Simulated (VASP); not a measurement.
# Pt: equation of state with PBE

The system is Pt.

```
Pt
1.0
     2.76067    0.00000    0.00000
    -1.38033    2.39081    0.00000
     0.00000    0.00000    4.79213
Pt
2
Direct
  0.33333 0.66667 0.25000
  0.66667 0.33333 0.75000
```

This isn't the form of Pt at room conditions, which is fcc.

```
Program             : VASP 6.6.1
Task                : equation of state
Functional          : PBE
Potentials or basis : VASP PAW PBE potentials, release 64 (Pt)
Cutoff              : 520 eV
k mesh              : 11 × 11 × 6
Occupations         : fermi-dirac, width 0.05 eV
Spin                : no spin polarisation
```

```yaml
Equilibrium_volume: 15.75 Å³/atom
Bulk_modulus_at_fixed_shape_and_positions: 243 GPa
Pressure_derivative_of_the_bulk_modulus: 5.5
```

Energy against volume, from the lowest point:
| volume (Å³/atom) | energy (meV/atom) |
| --- | --- |
| 14.866 | 42.82 |
| 15.182 | 16.85 |
| 15.498 | 3.08 |
| 15.815 | 0.00 |
| 16.131 | 6.34 |
| 16.447 | 20.92 |
| 16.763 | 42.74 |

All runs of the series together: 3.1 min on 1 thread of Intel(R) Xeon(R) Platinum 8488C (Sapphire Rapids), on a shared host.

Caveat: the cell was scaled at fixed shape and fractional positions, which overstates the stiffness of a crystal with free parameters, most of all of layers and chains. Spin-orbit coupling is left out, which matters for the levels of Pt.
